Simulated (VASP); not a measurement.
# Zr₈H: nudged elastic band

Zr₈H, defect, 9 atoms in the cell. PBE, nudged elastic band; PAW potentials Zr_sv, H (PBE set).

Path: an interstitial H atom hops to the next site of its kind; Moving images: 1.

## Input

INCAR.step1:
```
ALGO     = Normal         # electronic algorithm
EDIFF    = 1E-6           # SCF threshold, eV
EDIFFG   = -0.02          # ionic threshold
ENCUT    = 250            # plane-wave cutoff, eV
IBRION   = 2              # ionic algorithm
ISIF     = 2              # what is computed and relaxed
ISMEAR   = 1              # smearing method
KPAR     = 8            
LASPH    = True           # aspherical terms in the spheres
LCHARG   = False          # write CHGCAR
LREAL    = False          # projectors in reciprocal space
LWAVE    = False          # write WAVECAR
NELM     = 100            # most SCF steps
NSW      = 100            # ionic steps
POTIM    = 0.5            # step
PREC     = Normal         # precision mode
SIGMA    = 0.1            # smearing width, eV
```

INCAR.step3, as INCAR.step1 but for:
```
- EDIFFG = -0.02
- IBRION = 2
- ISIF = 2
- POTIM = 0.5
+ EDIFFG = -0.05
+ IBRION = 1
+ IMAGES = 1
+ POTIM = 0.3
+ SPRING = -5
```

KPOINTS:
```
k-points
0
Gamma
  6 6 6
```

00/POSCAR:
```
Zr8H
1.0
   -4.8480000000      2.7989941050      5.1470000000
    4.8480000000     -2.7989941050      5.1470000000
    1.6160000000      2.7989941050     -5.1470000000
Zr H
8 1
Direct
    0.5321385276      0.7012832073      0.4857456965
    0.0463928312      0.2155375108      0.5142543035
    0.0474348619      0.7060265523      0.0000000000
    0.5386487072      0.2072158133      0.0000000000
    0.4678614724      0.2987167927      0.5142543035
    0.9536071688      0.7844624892      0.4857456965
    0.9525651381      0.2939734477      0.0000000000
    0.4613512928      0.7927841867      0.0000000000
    0.0000000000      0.0000000000      0.0000000000
```

01/POSCAR:
```
Zr8H
1.0
   -4.8480000000      2.7989941050      5.1470000000
    4.8480000000     -2.7989941050      5.1470000000
    1.6160000000      2.7989941050     -5.1470000000
Zr H
8 1
Direct
    0.5179346664      0.7010233738      0.4422769073
    0.0756875041      0.2588146655      0.5578211442
    0.0729538951      0.7030662125      0.0000098734
    0.5545447835      0.2223499352      0.0004391560
    0.4783969471      0.3106393621      0.5072636667
    0.9711308292      0.8033744931      0.4927337567
    0.9668883804      0.3034560905     -0.0000009660
    0.4732694950      0.8096556100      0.0000005654
   -0.1108065007     -0.1123797427     -0.0005441037
```

02/POSCAR:
```
Zr8H
1.0
   -4.8480000000      2.7989941050      5.1470000000
    4.8480000000     -2.7989941050      5.1470000000
    1.6160000000      2.7989941050     -5.1470000000
Zr H
8 1
Direct
    0.5622403372      0.7313848676      0.4857457040
    0.0764946332      0.2456391636      0.5142542960
    0.0717512003      0.7303426996      0.0000000000
    0.5705617739      0.2391289554      0.0000000000
    0.4790609223      0.3099163919      0.4857457040
    0.9933152183      0.8241706879      0.5142542960
    0.9849937818      0.3164266000      0.0000000000
    0.4838043551      0.8252128561      0.0000000000
   -0.2222222222     -0.2222222222      0.0000000000
```

POSCAR.step1:
```
Zr8H
1.0
   -4.8480000000      2.7989941050      5.1470000000
    4.8480000000     -2.7989941050      5.1470000000
    1.6160000000      2.7989941050     -5.1470000000
Zr H
8 1
Direct
    0.5416666667      0.7083333334      0.5000000000
    0.0416666667      0.2083333334      0.5000000000
    0.0416666666      0.7083333334      0.0000000000
    0.5416666667      0.2083333333      0.0000000000
    0.4583333333      0.2916666666      0.5000000000
    0.9583333333      0.7916666666      0.5000000000
    0.9583333334      0.2916666666      0.0000000000
    0.4583333333      0.7916666667      0.0000000000
    0.0000000000      0.0000000000      0.0000000000
```

POSCAR.step2:
```
Zr8H
1.0
   -4.8480000000      2.7989941050      5.1470000000
    4.8480000000     -2.7989941050      5.1470000000
    1.6160000000      2.7989941050     -5.1470000000
Zr H
8 1
Direct
    0.5416666667      0.7083333334      0.5000000000
    0.0416666667      0.2083333334      0.5000000000
    0.0416666666      0.7083333334      0.0000000000
    0.5416666667      0.2083333333      0.0000000000
    0.4583333333      0.2916666666      0.5000000000
    0.9583333333      0.7916666666      0.5000000000
    0.9583333334      0.2916666666      0.0000000000
    0.4583333333      0.7916666667      0.0000000000
   -0.2500000000     -0.2500000000      0.0000000000
```

Commands (each step's output is kept before the next begins):
```
cat potpaw_PBE.64/Zr_sv/POTCAR potpaw_PBE.64/H/POTCAR > POTCAR
cp INCAR.step1 INCAR
cp POSCAR.step1 POSCAR
mpirun -np 8 vasp_std > vasp.out
cp POSCAR.step2 POSCAR
mpirun -np 8 vasp_std > vasp.out
# 00 and 02 hold the relaxed ends; the images between are interpolated (pair-distance (IDPP))
cp INCAR.step3 INCAR
mpirun -np 8 vasp_std > vasp.out
```

## Result

- Barrier (eV): 0.561
- Barrier of the reverse step (eV): 0.561
- Energy of the second end over the first (eV): 0.000
- Top of the path (share of its length): 0.50
- Length of the path (Å): 2.43
- Steps of the band: 6
- Ionic steps, all stages: 20
- Electronic steps, all stages: 159

Energy along the relaxed band:

| Image | Distance along the path (Å) | Energy above the first end (eV) | Slope along the path (eV/Å) | Largest force across the path (eV/Å) |
|---|---|---|---|---|
| 0 | 0.000 | 0.000 | relaxed end |  |
| 1 | 1.217 | 0.561 | 0.005 | 0.029 |
| 2 | 2.433 | 0.000 | relaxed end |  |

The two ends have the same energy within 0.01 eV.

Limits: the cell holds 9 atoms, so the vacancy or interstitial meets its own images and the barrier isn't that of a lone defect; the atom stays on the straight, symmetric line between the sites, so the barrier is an upper bound: a way around it wasn't tried; a single image in the middle can't show two humps with a dip between them, and says nothing of the springs.

VASP 6.6.1 took 334 s on 8 cores (Intel Xeon 6975P-C (Granite Rapids)), a shared host.
